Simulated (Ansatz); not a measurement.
A plane-wave DFT run in Ansatz 0.2.0 (scalar-relativistic PAW potentials unless the input names others): input and command.

```yaml
crystal:
  lattice:
    - [0.0, 2.9545722334, 2.9545722334]
    - [2.9545722334, 0.0, 2.9545722334]
    - [2.9545722334, 2.9545722334, 0.0]
  atoms:
    - { symbol: Mn, position: [0.75, 0.75, 0.75], spin: 4.0 }
    - { symbol: Mn, position: [0.25, 0.25, 0.25], spin: 4.0 }
    - { symbol: Mn, position: [0.5, 0.5, 0.5], spin: 4.0 }
    - { symbol: Sn, position: [0.0, 0.0, 0.0] }
basis:
  ecutwfc: 420
kpoints:
  mp_grid: { grid: [12, 12, 12] }
hamiltonian:
  xc: pbesol
scf:
  occupations: { method: gaussian, width: 0.1 }
  mixing: { algorithm: anderson, beta: 0.9 }
output:
  forces: true
  eigenvalues: true
  stress: true
magnetization:
  spin_polarized: true
```

```bash
ansatz run input.yaml --threads 1 --pin off --max-ram 2560MiB --backend cpu --events-out ev --progress --plain --runs-dir out
```

Abridged log:
```
Pseudopotentials: kind: paw
Pseudopotential: Mn, paw, valence charge 15, recommended cutoff 420 eV (normal)
Pseudopotential: Sn, paw, valence charge 14, recommended cutoff 420 eV (normal)
Functional definition: PBEsol
Crystal: 4 atoms, lattice volume = 51.584 Å³
Basis set: ecut = 420 eV, 965 PW (Γ), exchange–correlation on 60×60×60 points (8 copies of the dense FFT grid, shifted against one another)
Bands: 43, of which v1, the nominal top of the filled ones, is band 30 counted from 1 (29 counted from 0)
Symmetry: 48 space group operations
Space group: Fm-3m (ITA 225), of the structure as read, at distance tolerance 3.7e-5 Å
Magnetic group: BNS 225.116 (UNI 1618), of the structure as read, at distance tolerance 3.7e-5 Å
k-points: 72 of 1728
Initial density: superposition of atomic densities (chi_scale 0.1, normalization cell)
Starting moments: Σ|m| = 12 μB on 3 of 4 sites
Initial wavefunctions: pseudopotential atomic-orbital guess
Functional: x = pbesol(κ = 0.804, μ = 0.12345679), c = pbesol(β = 0.046)
SCF iter   1: F=—  HF=-17557.879810 eV  |F-HF|=—  |Δ(HF+E_count)|=         —  Δρ=3.25e-1 (↑3.25e-1 ↓1.82e-1) dr2=1.03e1  dr2_m=2.98e1  M=3.013 μB ∫|m|=3.176 μB  β_m=1.00  ethr=3.10e-3  ⟨swp⟩=7.0  Hψ=22153  notcnv=0  defer=14
Mixer restart at iter 1: flushing history
spin=Collinear: Kerker preconditioning applied to the charge; magnetization (m = ρ↑ − ρ↓) channel mixes plain (no charge-response kernel on spin).
SCF iter   2: F=—  HF=-17555.439359 eV  |F-HF|=—  |Δ(HF+E_count)|=         —  Δρ=1.95e-1 (↑1.25e-1 ↓1.95e-1) dr2=8.61e0  dr2_m=9.47e0  M=1.003 μB ∫|m|=5.282 μB  β_m=1.00  ethr=3.10e-3  ⟨swp⟩=4.0  Hψ=16166  notcnv=0  defer=744
Mixer restart at iter 2: flushing history
SCF iter   3: F=—  HF=-17557.557942 eV  |F-HF|=—  |Δ(HF+E_count)|=    2.12e0  Δρ=6.25e-2 (↑6.25e-2 ↓6.08e-2) dr2=2.32e0  dr2_m=6.27e-1  M=1.026 μB ∫|m|=4.482 μB  β_m=1.00  ethr=3.10e-3  ⟨swp⟩=4.0  Hψ=16441  notcnv=0  defer=721  κ⁻¹=1.0e0(r=1)
SCF iter   4: F=—  HF=-17555.707775 eV  |F-HF|=—  |Δ(HF+E_count)|=    1.85e0  Δρ=4.37e-2 (↑3.60e-2 ↓4.37e-2) dr2=1.87e0  dr2_m=2.27e-1  M=1.002 μB ∫|m|=5.312 μB  β_m=1.00  ethr=3.10e-3  ⟨swp⟩=3.8  Hψ=14231  notcnv=0  defer=789  κ⁻¹=1.3e-1(r=2)
SCF iter   5: F=—  HF=-17555.551549 eV  |F-HF|=—  |Δ(HF+E_count)|=   1.56e-1  Δρ=2.29e-2 (↑1.92e-2 ↓2.29e-2) dr2=6.73e-1  dr2_m=4.46e-2  M=1.004 μB ∫|m|=5.182 μB  β_m=1.00  ethr=3.10e-3  ⟨swp⟩=2.3  Hψ=8575  notcnv=0  defer=767  κ⁻¹=5.4e-4(r=3)
SCF iter   6: F=—  HF=-17555.504694 eV  |F-HF|=—  |Δ(HF+E_count)|=   4.69e-2  Δρ=1.92e-2 (↑1.58e-2 ↓1.92e-2) dr2=3.56e-1  dr2_m=3.22e-2  M=1.030 μB ∫|m|=4.800 μB  β_m=1.00  ethr=1.14e-3  ⟨swp⟩=3.0  Hψ=12740  notcnv=0  defer=757  κ⁻¹=1.5e-5(r=4)
SCF iter   7: F=—  HF=-17555.483182 eV  |F-HF|=—  |Δ(HF+E_count)|=   2.15e-2  Δρ=5.43e-3 (↑4.26e-3 ↓5.43e-3) dr2=3.09e-2  dr2_m=1.35e-3  M=1.020 μB ∫|m|=4.928 μB  β_m=1.00  ethr=6.03e-4  ⟨swp⟩=2.3  Hψ=9517  notcnv=0  defer=744  κ⁻¹=1.8e-5(r=5)
SCF iter   8: F=—  HF=-17555.482185 eV  |F-HF|=—  |Δ(HF+E_count)|=   9.97e-4  Δρ=1.14e-3 (↑1.14e-3 ↓6.85e-4) dr2=7.79e-4  dr2_m=1.77e-4  M=1.016 μB ∫|m|=4.968 μB  β_m=1.00  ethr=5.24e-5  ⟨swp⟩=2.0  Hψ=9689  notcnv=0  defer=744  κ⁻¹=1.7e-5(r=6)
SCF iter   9: F=—  HF=-17555.482545 eV  |F-HF|=—  |Δ(HF+E_count)|=   3.60e-4  Δρ=6.67e-4 (↑6.67e-4 ↓5.31e-4) dr2=3.89e-4  dr2_m=4.03e-5  M=1.016 μB ∫|m|=4.985 μB  β_m=1.00  ethr=1.32e-6  ⟨swp⟩=2.0  Hψ=10886  notcnv=0  defer=744  κ⁻¹=6.9e-7(r=7)
SCF iter  10: F=—  HF=-17555.482435 eV  |F-HF|=—  |Δ(HF+E_count)|=   1.10e-4  Δρ=2.27e-4 (↑1.92e-4 ↓2.27e-4) dr2=8.79e-5  dr2_m=1.92e-7  M=1.016 μB ∫|m|=4.977 μB  β_m=1.00  ethr=6.60e-7  ⟨swp⟩=2.4  Hψ=9666  notcnv=0  defer=744  κ⁻¹=3.4e-7(r=7)
SCF iter  11: F=—  HF=-17555.482475 eV  |F-HF|=—  |Δ(HF+E_count)|=   3.98e-5  Δρ=3.64e-4 (↑2.29e-4 ↓3.64e-4) dr2=1.22e-4  dr2_m=7.42e-6  M=1.016 μB ∫|m|=4.974 μB  β_m=1.00  ethr=1.49e-7  ⟨swp⟩=2.0  Hψ=7466  notcnv=0  defer=744  κ⁻¹=1.6e-7(r=7)
SCF iter  12: F=—  HF=-17555.482478 eV  |F-HF|=—  |Δ(HF+E_count)|=   3.61e-6  Δρ=7.75e-5 (↑7.28e-5 ↓7.75e-5) dr2=9.03e-6  dr2_m=1.00e-8  M=1.015 μB ∫|m|=4.975 μB  β_m=1.00  ethr=1.49e-7  ⟨swp⟩=2.0  Hψ=10412  notcnv=0  defer=744  κ⁻¹=7.4e-8(r=7)
SCF iter  13: F=—  HF=-17555.482479 eV  |F-HF|=—  |Δ(HF+E_count)|=   8.56e-7  Δρ=1.90e-5 (↑1.85e-5 ↓1.90e-5) dr2=6.21e-7  dr2_m=3.99e-10  M=1.015 μB ∫|m|=4.975 μB  β_m=1.00  ethr=1.53e-8  ⟨swp⟩=2.1  Hψ=7883  notcnv=0  defer=744  κ⁻¹=1.1e-7(r=7)
SCF iter  14: F=—  HF=-17555.482479 eV  |F-HF|=—  |Δ(HF+E_count)|=   1.60e-7  Δρ=4.06e-6 (↑3.18e-6 ↓4.06e-6) dr2=2.42e-8  dr2_m=4.19e-10  M=1.015 μB ∫|m|=4.976 μB  β_m=1.00  ethr=1.05e-9  ⟨swp⟩=2.0  Hψ=7956  notcnv=0  defer=744  κ⁻¹=1.8e-7(r=7)
SCF iter  15: F=-17555.482479 eV  HF=-17555.482479 eV  |F-HF|=6.29e-8  |Δ(HF+E_count)|=   2.46e-8  Δρ=6.05e-6 (↑4.97e-6 ↓6.05e-6) dr2=6.68e-8  dr2_m=1.65e-10  M=1.015 μB ∫|m|=4.976 μB  ethr=4.10e-11  ⟨swp⟩=7.9  Hψ=28646  notcnv=0
SCF 1 converged in 15 iterations: F = -17555.482479 eV  dr2 = 6.68e-8
WARN: the starting moments were not kept: 2 of 3 ended reversed and 1 kept their direction, counting a site from 0.1 μB. The largest reversed, site 0 (counted from 0, in the order of the report's site_moments_mub), started with +4.0 μB and closes at -9.4e-1 μB in its sphere. The net magnetisation is 1.0e0 μB in size, at most 0.1 of the 12 μB that the starting moments add up to as vectors. The SCF closed on another magnetic arrangement than the starting moments describe; that does not show which of the two is lower. To try another start: change the starting moments (crystal.atoms[].spin, magnet ...
this state was not tested for a lower state beside it, because the mixer in use, unlike msr1, does not test its closes by its own steps (another_mixer; see scf.mixing.algorithm and scf.lower_state_search)
SCF converged after 15 iterations
Magnetization: 1.0154 μB (30.0077 up, 28.9923 down)
Absolute magnetization: 4.9749 μB (∫|ρ↑−ρ↓|, with the PAW one-centre terms)
Spin contamination: 1.6293 ħ² per cell (⟨S²⟩ above its minimum at these occupations)
Per-site moments (μB) at R_I (Å): [(-0.93594542, 1.05547802), (-0.93594542, 1.05547802), (2.80308673, 1.05547802), (0.02314258, 1.05547802)]
Free energy (F): -17555.482479 eV
Harris-Foulkes:  -17555.482479 eV  (|F-HF|=6.29e-8)
Internal energy: -17555.465308 eV  (E = F + TS)
E sigma→0 (E₀):  -17555.473894 eV
Entropy (-TS):   -0.017171 eV (-4.293 meV/atom)
Fermi energy:    18.804407 eV
--- Forces (eV/Å), atoms counted from 1 ---
  atom   1  Mn     0.00000000     0.00000000     0.00000000
  atom   2  Mn     0.00000000     0.00000000     0.00000000
  atom   3  Mn     0.00000000     0.00000000     0.00000000
  atom   4  Sn     0.00000000     0.00000000     0.00000000
--- Stress (GPa, compression-positive) ---
        3.026780       0.000000       0.000000
        0.000000       3.026780       0.000000
        0.000000       0.000000       3.026780
  P = ⅓ Tr σ = 3.0268 GPa (30.268 kbar)
```

Apart from outputs and empty bands, the input differs from a reference run on usual settings in scf.mixing.algorithm: not typed → "anderson"; scf.mixing.beta: not typed → 0.9. The reference, at the same geometry (not necessarily relaxed), gave pressure 3.03 GPa, largest force 0.000 eV/Å, no gap on the mesh. This run converged in 15 SCF iterations (reference: 17) with an energy at zero smearing within 0.01 meV/atom of the reference's, pressure 3.03 GPa, largest force 0.000 eV/Å, no gap on the mesh.